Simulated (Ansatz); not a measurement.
Theory: DFT PBE, scalar-relativistic, plane waves, PAW (Ansatz 0.2.0). All cells share a 420 eV cutoff and Γ-centred k meshes spaced at most about 0.3 Å⁻¹ (about 0.25 or finer for metals, 2π included). No spin polarisation.

The zero of energy is the elements' standard structures at the same level (N₂ as a molecule); no fitted shifts are applied.

All energies are static (0 K, no zero-point motion). Larger cells and other orderings weren't all tried, so the list isn't exhaustive.

A search for Nb5N gave 4 distinct relaxed structures. Coordination counts Nb atoms around N (those within 1.25 times the shortest such distance or 1.15 times the sum of covalent radii, 1.27 where that leaves under three). Cells relaxed within their symmetry can be saddle points.

Question: What is the best candidate for Nb5N?

Answer: The one with space group I4/mmm (No. 139), reached from: a cell proposed by chemical analogy. It has a = 3.242 Å, c = 18.248 Å, 16.0 Å³/atom, no gap on the mesh. Nb on a site of symmetry 4mm has 1 N at 2.07 Å, 4 Nb at 2.83 Å and 9 Nb at 3.09–3.33 Å; Nb on a site of symmetry 4/mmm is surrounded by 4 N at 2.29 Å, 12 Nb at 3.09–3.24 Å and 2 Nb at 3.73 Å; Nb on a second site of symmetry 4mm has 8 Nb at 2.83 Å, 5 Nb at 3.24–3.33 Å and 1 Nb at 3.73 Å; N is surrounded by 2 Nb at 2.07 Å and 4 Nb at 2.29 Å. Its energy over the elements is −0.38 eV/atom. It lies below the elements, which doesn't yet make it stable against other compounds or structures. An observed structure of this formula, if there is one, may be missing.

```xyz
6
Lattice="-1.6209 1.6209 9.1240 1.6209 -1.6209 9.1240 1.6209 1.6209 -9.1240" Properties=species:S:1:pos:R:3 pbc="T T T"
Nb    0.0000    0.0000   16.1820
Nb    0.0000    0.0000    2.0660
Nb    0.0000    0.0000    9.1240
Nb    0.0000    0.0000    5.3920
Nb    0.0000    0.0000   12.8560
N     0.0000    0.0000    0.0000
```

Question: How much higher is the P4/nmm structure with 15.7 Å³/atom and coordination N 6 (reached from: a cell proposed by chemical analogy)?

Answer: 46 meV/atom. It has no gap on its mesh.

Question: How much higher is the P-3m1 structure with 16.2 Å³/atom and coordination N 6 (reached from: a cell proposed by chemical analogy)?

Answer: 131 meV/atom. It has no gap on its mesh.
